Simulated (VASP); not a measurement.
# CdTe in VASP: one cell, several levels of theory

What does VASP give for CdTe built on the zincblende prototype, under -2.0 % equal strain in all directions, the cell held fixed? Runs: PBE, r2SCAN.

Program: VASP 6.6.1. PAW datasets, plane waves. No spin polarisation and no zero-point or thermal motion.

### 1 The cell

The cell comes from an earlier relaxation with r2SCAN in another program.

Space group F-43m (No. 216), cubic; a = 6.429 Å in the conventional setting, 33.21 Å³ an atom. Around Cd lie 4 Te at 2.78 Å; around Te lie 4 Cd at 2.78 Å.

Coordinates:

Space group F-43m (No. 216). a = 6.429 Å, b = 6.429 Å, c = 6.429 Å, α = 90.00°, β = 90.00°, γ = 90.00°
| atom | site | symmetry | x | y | z |
| --- | --- | --- | --- | --- | --- |
| Cd | 4a | -43m | 0.0000 | 0.0000 | 0.0000 |
| Te | 4d | -43m | 0.2500 | 0.2500 | 0.7500 |

### 2 Single point with PBE

The input, INCAR:

```
ENCUT = 520.000000
SIGMA = 0.020000
EDIFF = 1.00e-07
GGA = PE
PREC = Accurate
IBRION = -1
ISIF = 2
ISMEAR = -1
NBANDS = 16
NELM = 120
NSW = 0
LASPH = .TRUE.
LCHARG = .TRUE.
LELF = .TRUE.
LWAVE = .FALSE.
LREAL = .FALSE.
```

The input, KPOINTS:

```
KPOINTS created by Atomic Simulation Environment
0
Gamma
6 6 6
0 0 0
```

The input, KPOINTS_OPT:

```
special points
6
Reciprocal
0.0000000000 0.0000000000 0.0000000000 1
-0.5000000000 -0.5000000000 0.0000000000 1
-0.3750000000 -0.3750000000 0.2500000000 1
-0.3750000000 0.0000000000 0.3750000000 1
0.0000000000 0.0000000000 0.5000000000 1
-0.5000000000 -0.2500000000 0.2500000000 1
```

The input, POSCAR:

```
Cd Te
 1.0000000000000000
     0.0000000000000000    3.2143560137999998    3.2143560137999998
     3.2143560137999998    0.0000000000000000    3.2143560137999998
     3.2143560137999998    3.2143560137999998    0.0000000000000000
 Cd  Te
   1   1
Cartesian
  0.0000000000000000  0.0000000000000000  0.0000000000000000
  1.6071780069000003  1.6071780069000003  1.6071780069000003
```

Potentials: the recommended PBE PAW datasets, 18 valence electrons in the neutral cell.

Run with:

```
> mpirun -np 1 vasp_std
```

### 3 Single point with r2SCAN

The input, INCAR:

```
ENCUT = 520.000000
SIGMA = 0.010000
EDIFF = 1.00e-07
ALGO = Normal
METAGGA = R2SCAN
PREC = Accurate
IBRION = -1
ISIF = 2
ISMEAR = 0
NBANDS = 16
NELM = 120
NSW = 0
LASPH = .TRUE.
LCHARG = .FALSE.
LWAVE = .FALSE.
LREAL = .FALSE.
```

KPOINTS is that of step 2.

KPOINTS_OPT is that of step 2.

POSCAR is that of step 2.

Before running it: what results should come out? Wanted: for each run, gap; pressure.

As calculated:

| level | gap (eV) | pressure (GPa) |
| --- | --- | --- |
| PBE | 0.84 | 3.94 |
| r2SCAN | 1.35 | 2.91 |

In words: The gap runs from 0.84 eV (PBE) to 1.35 eV (r2SCAN). Spin-orbit coupling is left out, though the cell holds Te (Z = 52); in an element this heavy it can shift bands and gaps by tenths of an eV. At this one volume the pressure spans 2.9 GPa (r2SCAN) to 3.9 GPa (PBE): PBE wants the largest cell and r2SCAN the smallest.
